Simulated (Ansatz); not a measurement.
Clean, relaxed (100) surface of Cu, space group Fm-3m (No. 225) (top face towards +c; atoms held fixed, by place in the list: 1, 2):

```
CELL_PARAMETERS angstrom
2.51968 0.00000 0.00000
0.00000 2.51968 0.00000
0.00000 0.00000 24.12674
ATOMIC_POSITIONS crystal
Cu 0.50000 0.50000 0.35231
Cu 0.00000 0.00000 0.42615
Cu 0.50000 0.50000 0.50004
Cu 0.00000 0.00000 0.57409
Cu 0.50000 0.50000 0.64555
```

The calculation used Ansatz 0.2.0, DFT PBEsol, scalar-relativistic, plane waves, PAW. Plane waves to 420 eV, a k mesh through Γ of 11×11×1 on the computed 5-atom cell and Gaussian smearing (0.10 eV); no spin polarisation. A dipole correction removes the field between periodic images along c.

E_ads counts from the clean slab and the free adsorbate (spin-polarised where it has unpaired electrons); negative means bound. With the adsorbate the cell is lengthened along c to keep the vacuum.

**Question.** H (atom) is put on the top face (one adsorbate per 6.3 Å²) at each of these sites and relaxed. Order them from strongest to weakest binding.
A. top (Cu) at (0.50, 0.50)
B. hollow (over Cu) at (0.00, 0.00)
C. bridge (Cu-Cu) at (0.00, 0.50)

**Answer.** B (-2.55 eV), C (-2.43 eV), A (-1.79 eV).

Each end is the local minimum or symmetric point that its start leads to. The slab is only 7.1 Å thick, so the energies aren't converged with thickness.

The adsorbed runs have no spin polarisation, so weakly bound open-shell ends lie too high.